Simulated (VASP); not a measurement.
The system is Ni.

```
Ni
1.0
     0.00000    1.73757    1.73757
     1.73757    0.00000    1.73757
     1.73757    1.73757    0.00000
Ni
1
Direct
  0.00000 0.00000 0.00000
```

| Item | Value |
| --- | --- |
| Program | VASP 6.6.1 |
| Task | relaxation of cell and atoms |
| Functional | PBE |
| Potentials or basis | VASP PAW PBE potentials, release 64 (Ni) |
| Cutoff | 600 eV |
| k mesh | 10 × 10 × 10 |
| Occupations | fermi-dirac, width 0.05 eV |
| Spin | collinear spin, ferromagnetic start |
| Starting moments | [1.0] μB |

At the start: pressure 8.3 GPa; volume 10.49 Å³/atom.

Problem. How do energy, volume and symmetry change on relaxing?

Solution. Over 9 steps the energy falls by 10.6 meV/atom and the volume is 10.91 Å³/atom (+4.0 %); space group Fm-3m (No. 225, to 0.05 Å); moment 0.71 μB per cell.

The path:
```csv
step,energy change (eV),largest force (eV/Å),pressure (GPa),volume (Å³)
1,0.0000,0.0000,8.26,10.49
2,-0.0013,0.0000,-6.90,11.33
3,-0.0106,0.0000,-0.18,10.92
4,-0.0106,0.0000,0.23,10.91
5,-0.0106,0.0000,-0.51,10.91
6,-0.0106,0.0000,0.39,10.91
7,-0.0106,0.0000,0.08,10.91
8,-0.0106,0.0000,0.07,10.91
9,-0.0106,0.0000,0.07,10.91
```

Final structure:
```xyz
1
Lattice="0.0000 1.7602 1.7602 1.7602 0.0000 1.7602 1.7602 1.7602 0.0000" Properties=species:S:1:pos:R:3 pbc="T T T"
Ni    0.0000    0.0000    0.0000
```
